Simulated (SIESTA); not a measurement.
## CuO (Tenorite) in SIESTA: the effect of basis

CuO (Tenorite):

```
CELL_PARAMETERS angstrom
2.34185 -1.71130 0.00000
2.34185 1.71130 0.00000
-0.85003 0.00000 5.05787
ATOMIC_POSITIONS crystal
Cu 0.50000 0.00000 0.50000
Cu 0.00000 0.50000 0.00000
O 0.41840 0.58160 0.75000
O 0.58160 0.41840 0.25000
```

Alike in all runs:

| Quantity | Value |
| --- | --- |
| Program | SIESTA 5.4.2 |
| Task | single point |
| Functional | PBE |
| Potentials or basis | PseudoDojo 0.4 standard (PBE files) |
| Grid cutoff | 800 Ry |
| Energy shift | 0.003 Ry |
| k mesh | 10 × 10 × 5 |
| Occupations | fermi-dirac, width 0.05 eV |
| Spin | no spin polarisation |

```tsv
basis	pressure (GPa)	largest force (eV/Å)
SZ	14.1	0.04
SZP	9.3	0.04
DZ	5.4	0.01
DZP	7.0	0.10
DZDP	7.0	0.09
TZP	6.1	0.15
TZDP	?	?
```

Question: What does the run with basis TZDP give?

Answer: Pressure 5.7 GPa; largest force 0.14 eV/Å.

Caveats: short orbitals over semicore shells can move pressures by several GPa; the basis of atomic orbitals isn't converged, which shifts pressures, moduli and gaps; the run has no spin polarisation, though such a crystal can be magnetic; the basis has no polarisation orbitals (some runs).
